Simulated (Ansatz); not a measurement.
Geometry optimisation in Ansatz: input, command and trajectory.

```yaml
crystal:
  lattice:
    - [5.5773278003, 0.0, 0.0]
    - [0.0, 5.5773278003, 0.0]
    - [0.0, 0.0, 5.4023528105]
  atoms:
    - { symbol: Si, position: [0.2524307582, 0.2524307582, 0.2524307582] }
    - { symbol: Si, position: [0.0, 0.5, 0.5] }
    - { symbol: Si, position: [0.5, 0.5, 0.0] }
    - { symbol: Si, position: [0.5, 0.0, 0.5] }
    - { symbol: Si, position: [0.7475692418, 0.2524307582, 0.7475692418] }
    - { symbol: Si, position: [0.7475692418, 0.7475692418, 0.2524307582] }
    - { symbol: Si, position: [0.2524307582, 0.7475692418, 0.7475692418] }
    - { symbol: Ge, position: [0.0, 0.0, 0.0] }
basis:
  ecutwfc: 500
kpoints:
  mp_grid: { grid: [8, 8, 8] }
hamiltonian:
  xc: r2scan
scf:
  occupations: { method: gaussian, width: 0.02 }
output:
  forces: true
  stress: true
  eigenvalues: true
relax:
  adjacent_minimum: "off"
  f_tol: 0.008
  max_steps: 40
  cell: { stress_tol: 0.015, fix: [a, b, gamma] }
```

```bash
ansatz run input.yaml --threads 2 --pin off --max-ram 5120MiB --backend cpu --events-out ev --progress --plain --runs-dir out
```

All numbers below come from DFT r2SCAN, scalar-relativistic, plane waves, PAW (Ansatz).

Of 4 frames 3 are shown, positions in Å and forces in eV/Å; the SCF threshold varies from step to step. Steps run on the plane waves of an earlier cell, with a Pulay correction in the pressure. The basis is chosen afresh for the last frame, the zero of the energies, and at times for earlier ones too; energy and pressure can step there, also at an unchanged geometry. Where two frames share a geometry here, they differ by under 2 meV/atom and 0.3 GPa.

```xyz
8
Lattice="5.5773 0.0000 0.0000 0.0000 5.5773 0.0000 0.0000 0.0000 5.4024" Properties=species:S:1:pos:R:3:forces:R:3 pbc="T T T" step=1 free_energy_over_end_meV_per_atom=0.06 pressure_GPa=-2.44
Si    1.4079    1.4079    1.3637    0.0007    0.0007    0.0106
Si    0.0000    2.7887    2.7012    0.0000    0.0000    0.0000
Si    2.7887    2.7887    0.0000    0.0000    0.0000    0.0000
Si    2.7887    0.0000    2.7012    0.0000    0.0000    0.0000
Si    4.1694    1.4079    4.0386   -0.0007    0.0007   -0.0106
Si    4.1694    4.1694    1.3637   -0.0007   -0.0007    0.0106
Si    1.4079    4.1694    4.0386    0.0007   -0.0007   -0.0106
Ge    0.0000    0.0000    0.0000    0.0000    0.0000    0.0000
8
Lattice="5.5773 0.0000 0.0000 0.0000 5.5773 0.0000 0.0000 0.0000 5.3876" Properties=species:S:1:pos:R:3:forces:R:3 pbc="T T T" step=2 free_energy_over_end_meV_per_atom=0.00 pressure_GPa=-2.21
Si    1.4079    1.4079    1.3607    0.0006    0.0006   -0.0001
Si    0.0000    2.7887    2.6938    0.0000    0.0000    0.0000
Si    2.7887    2.7887    0.0000    0.0000    0.0000    0.0000
Si    2.7887    0.0000    2.6938    0.0000    0.0000    0.0000
Si    4.1695    1.4079    4.0269   -0.0006    0.0006    0.0001
Si    4.1695    4.1695    1.3607   -0.0006   -0.0006   -0.0001
Si    1.4079    4.1695    4.0269    0.0006   -0.0006    0.0001
Ge    0.0000    0.0000    0.0000    0.0000    0.0000    0.0000
8
Lattice="5.5773 0.0000 0.0000 0.0000 5.5773 0.0000 0.0000 0.0000 5.3890" Properties=species:S:1:pos:R:3:forces:R:3 pbc="T T T" step=4 free_energy_over_end_meV_per_atom=0.00 pressure_GPa=-2.23
Si    1.4079    1.4079    1.3610    0.0000    0.0000    0.0000
Si    0.0000    2.7887    2.6945    0.0000    0.0000    0.0000
Si    2.7887    2.7887    0.0000    0.0000    0.0000    0.0000
Si    2.7887    0.0000    2.6945    0.0000    0.0000    0.0000
Si    4.1694    1.4079    4.0280    0.0000    0.0000    0.0000
Si    4.1694    4.1694    1.3610    0.0000    0.0000    0.0000
Si    1.4079    4.1694    4.0280    0.0000    0.0000    0.0000
Ge    0.0000    0.0000    0.0000    0.0000    0.0000    0.0000
```

It took 80 s on 2 threads of Intel(R) Xeon(R) Platinum 8488C (Sapphire Rapids) (shared host), peak memory 0.97 GiB.